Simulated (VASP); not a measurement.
VASP 6.6.1, PBEsol single-point calculation, HgTe (zincblende)

INCAR

```
NBANDS = 16
NELM = 120
GGA = PS
LWAVE = .FALSE.
EDIFF = 1E-7
IBRION = -1
ENCUT = 520
SIGMA = 0.02
LASPH = .TRUE.
LREAL = .FALSE.
PREC = Accurate
ISIF = 2
LCHARG = .FALSE.
NSW = 0
ISMEAR = -1
```

KPOINTS

```
KPOINTS created by Atomic Simulation Environment
0
Gamma
6 6 6
0 0 0
```

KPOINTS_OPT

```
special points
6
Reciprocal
0.0000000000 0.0000000000 0.0000000000 1
0.5000000000 0.0000000000 0.5000000000 1
0.5000000000 0.2500000000 0.7500000000 1
0.3750000000 0.3750000000 0.7500000000 1
0.5000000000 0.5000000000 0.5000000000 1
0.6250000000 0.2500000000 0.6250000000 1
```

POSCAR

```
Hg Te
 1.0000000000000000
     0.0000000000000000    3.2891578873062031    3.2891578873062031
     3.2891578873062031    0.0000000000000000    3.2891578873062031
     3.2891578873062031    3.2891578873062031    0.0000000000000000
 Hg  Te
   1   1
Cartesian
  0.0000000000000000  0.0000000000000000  0.0000000000000000
  1.6445789436531015  1.6445789436531015  1.6445789436531015
```

VASP ran with the recommended PBE PAW datasets (18 valence electrons in the cell).

Command

```
mpirun -np 1 vasp_std
```

From OUTCAR

```
k-points           NKPTS =     16   k-points in BZ     NKDIM =     16   number of bands    NBANDS=     16

   NELECT =      18.0000    total number of electrons

   dimension x,y,z NGX =    36 NGY =   36 NGZ =   36
   dimension x,y,z NGXF=    72 NGYF=   72 NGZF=   72

  energy-cutoff  :      520.00
  volume of cell :       71.17
      direct lattice vectors                 reciprocal lattice vectors
     0.000000000  3.289157887  3.289157887    -0.152014594  0.152014594  0.152014594
     3.289157887  0.000000000  3.289157887     0.152014594 -0.152014594  0.152014594
     3.289157887  3.289157887  0.000000000     0.152014594  0.152014594 -0.152014594

 k-points in reciprocal lattice and weights: KPOINTS created by Atomic Simulation Env
   0.00000000  0.00000000  0.00000000       0.005
   0.16666667  0.00000000  0.00000000       0.037
   0.33333333  0.00000000  0.00000000       0.037
   0.50000000  0.00000000  0.00000000       0.019
   0.16666667  0.16666667  0.00000000       0.028
   0.33333333  0.16666667  0.00000000       0.111
   0.50000000  0.16666667  0.00000000       0.111
  -0.33333333  0.16666667  0.00000000       0.111
   ...

 E-fermi :   2.4316

 k-point     1 :       0.0000    0.0000    0.0000
  band No.  band energies     occupation
      1      -9.2406      2.00000
      2      -4.6371      2.00000
      3      -4.6371      2.00000
      4      -4.6371      2.00000
      5      -4.1640      2.00000
      6      -4.1640      2.00000
      7       1.4888      2.00000
      8       2.4177      1.33335
      9       2.4177      1.33335
     10       2.4177      1.33334
     11       6.6857      0.00000
     12       6.6857      0.00000
     13       6.6857      0.00000
     14       8.7452      0.00000
     15      11.8751      0.00000
     16      11.8751      0.00000

 k-point     2 :       0.1667    0.0000    0.0000
  band No.  band energies     occupation
      1      -9.1205      2.00000
      2      -4.6048      2.00000
      3      -4.6048      2.00000
      4      -4.5820      2.00000
      5      -4.1663      2.00000
      6      -4.1663      2.00000
      7       0.0616      2.00000
      8       2.1568      2.00000
      9       2.1568      2.00000
     10       3.1228      0.00000
     11       6.6555      0.00000
     12       7.0340      0.00000
     13       7.0340      0.00000
     14      10.0385      0.00000
     15      10.9204      0.00000
     16      10.9204      0.00000

 k-point     3 :       0.3333    0.0000    0.0000
  band No.  band energies     occupation
      1      -8.8636      2.00000
      2      -4.5486      2.00000
      3      -4.5486      2.00000
      4      -4.3127      2.00000
      5      -4.1582      2.00000
      6      -4.1582      2.00000
      7      -1.7423      2.00000
      8       1.7169      2.00000
      9       1.7169      2.00000
     10       3.1458      0.00000
     11       7.4116      0.00000
     12       7.4116      0.00000
     13       8.0656      0.00000
     14       9.9083      0.00000
     15      11.2092      0.00000
     16      11.2092      0.00000

 k-point     4 :       0.5000    0.0000    0.0000
  band No.  band energies     occupation
      1      -8.7260      2.00000
      2      -4.5267      2.00000
      3      -4.5267      2.00000
      4      -4.1456      2.00000
      5      -4.1456      2.00000
      6      -3.8956      2.00000
      7      -2.7826      2.00000
      8       1.5226      2.00000
      9       1.5226      2.00000
     10       3.0515      0.00000
     11       7.4436      0.00000
     12       7.4436      0.00000
     13       9.1330      0.00000
     14      10.0804      0.00000
     15      12.3449      0.00000
     16      12.3449      0.00000

 k-point     5 :       0.1667    0.1667    0.0000
  band No.  band energies     occupation
      1      -9.0800      2.00000
      2      -4.6100      2.00000
      3      -4.5717      2.00000
      4      -4.5717      2.00000
      5      -4.1845      2.00000
      6      -4.1501      2.00000
      7      -0.0280      2.00000
      8       1.7519      2.00000
      9       1.7519      2.00000
     10       3.8182      0.00000
     11       5.7321      0.00000
     12       7.6227      0.00000
     13       7.6227      0.00000
     14       9.5927      0.00000
     15      10.7103      0.00000
     16      12.0215      0.00000

 k-point     6 :       0.3333    0.1667    0.0000
  band No.  band energies     occupation
      1      -8.8663      2.00000
      2      -4.5502      2.00000
      3      -4.5066      2.00000
      4      -4.4229      2.00000
      5      -4.1699      2.00000
      6      -4.1391      2.00000
      7      -1.3359      2.00000
      8       1.1293      2.00000
      9       1.2923      2.00000
     10       4.1904      0.00000
     11       6.0644      0.00000
     12       7.9123      0.00000
     13       8.2273      0.00000
     14      10.0296      0.00000
     15      11.6642      0.00000
     16      12.0285      0.00000

 k-point     7 :       0.5000    0.1667    0.0000
  band No.  band energies     occupation
      1      -8.6836      2.00000
      2      -4.5104      2.00000
      3      -4.4789      2.00000
      4      -4.2077      2.00000
      5      -4.1410      2.00000
      6      -3.9175      2.00000
      7      -2.5741      2.00000
      8       0.5585      2.00000
      9       1.1843      2.00000
     10       4.1456      0.00000
     11       6.8313      0.00000
     12       8.1345      0.00000
     13       8.6135      0.00000
     14      10.8303      0.00000
     15      11.8905      0.00000
     16      12.4645      0.00000

 k-point     8 :      -0.3333    0.1667    0.0000
  band No.  band energies     occupation
      1      -8.7300      2.00000
      2      -4.5077      2.00000
      3      -4.5046      2.00000
      4      -4.1968      2.00000
      5      -4.1703      2.00000
      6      -4.0535      2.00000
      7      -2.2367      2.00000
      8       0.4435      2.00000
      9       1.5071      2.00000
     10       4.1235      0.00000
     11       7.1186      0.00000
     12       7.7995      0.00000
     13       8.2801      0.00000
     14      10.8492      0.00000
     15      11.1338      0.00000
     16      12.3449      0.00000

 k-point     9 :      -0.1667    0.1667    0.0000
  band No.  band energies     occupation
      1      -8.9529      2.00000
      2      -4.5675      2.00000
      3      -4.5465      2.00000
      4      -4.4742      2.00000
      5      -4.1822      2.00000
      6      -4.1455      2.00000
      7      -0.9231      2.00000
      8       1.0464      2.00000
      9       2.0084      2.00000
     10       3.8790      0.00000
     11       6.7053      0.00000
     12       7.2700      0.00000
     13       7.6124      0.00000
     14      10.2157      0.00000
     15      11.1849      0.00000
     16      11.4191      0.00000

 k-point    10 :       0.3333    0.3333    0.0000
  band No.  band energies     occupation
      1      -8.7335      2.00000
      2      -4.4974      2.00000
      3      -4.4219      2.00000
      4      -4.4219      2.00000
      5      -4.1236      2.00000
      6      -4.1223      2.00000
      7      -1.7460      2.00000
      8       0.7601      2.00000
      9       0.7601      2.00000
     10       4.3262      0.00000
     11       5.2254      0.00000
     12       9.3044      0.00000
     13       9.5083      0.00000
     14       9.5083      0.00000
     15      12.4026      0.00000
     16      13.7261      0.00000

 k-point    11 :       0.5000    0.3333    0.0000
  band No.  band energies     occupation
      1      -8.5940      2.00000
      2      -4.4642      2.00000
      3      -4.3816      2.00000
      4      -4.3195      2.00000
      5      -4.1242      2.00000
      6      -3.8612      2.00000
      7      -2.5344      2.00000
      8       0.0996      2.00000
      9       0.6026      2.00000
     10       4.5251      0.00000
     11       5.7148      0.00000
     12       8.9535      0.00000
     13       9.7369      0.00000
     14      10.9260      0.00000
     15      12.7156      0.00000
     16      13.4953      0.00000

 k-point    12 :      -0.3333    0.3333    0.0000
  band No.  band energies     occupation
      1      -8.5934      2.00000
      2      -4.4724      2.00000
      3      -4.4196      2.00000
      4      -4.2160      2.00000
      5      -4.1561      2.00000
      6      -3.7692      2.00000
      7      -2.6773      2.00000
      8      -0.3140      2.00000
      9       0.9395      2.00000
     10       4.6369      0.00000
     11       6.8748      0.00000
     12       8.9122      0.00000
     13       9.0938      0.00000
     14       9.6202      0.00000
     15      11.3689      0.00000
     16      13.9886      0.00000

 ...

  Total       -0.4773041     -0.4773041     -0.4773041     -0.0000000      0.0000000      0.0000000
  in kB      -10.7453751    -10.7453751    -10.7453751     -0.0000000      0.0000000      0.0000000
  external PRESSURE =     -10.7453751 kB  Pullay stress =       0.0000000 kB

 POSITION                                       TOTAL-FORCE (eV/Angst)
 -----------------------------------------------------------------------------------
      0.00000      0.00000      0.00000         0.000000      0.000000      0.000000
      1.64458      1.64458      1.64458        -0.000000     -0.000000     -0.000000
 -----------------------------------------------------------------------------------
    total drift:                               -0.000000     -0.000000     -0.000000

  FREE ENERGIE OF THE ION-ELECTRON SYSTEM (eV)
  ---------------------------------------------------
  free  energy   TOTEN  =        -4.3584034170 eV

  energy  without entropy=       -4.3580497529  energy(sigma->0) =       -4.35822658
```

```
gap between bands v and c : 0.00 eV
least direct gap          : 0.00 eV
pressure                  : -1.1 GPa
```

Band v is the last that the valence electrons fill when counted band by band, and c is the next.

The run took about 33 s on one core of a shared host (Intel Xeon Platinum 8488C) and held 0.22 GiB at most.
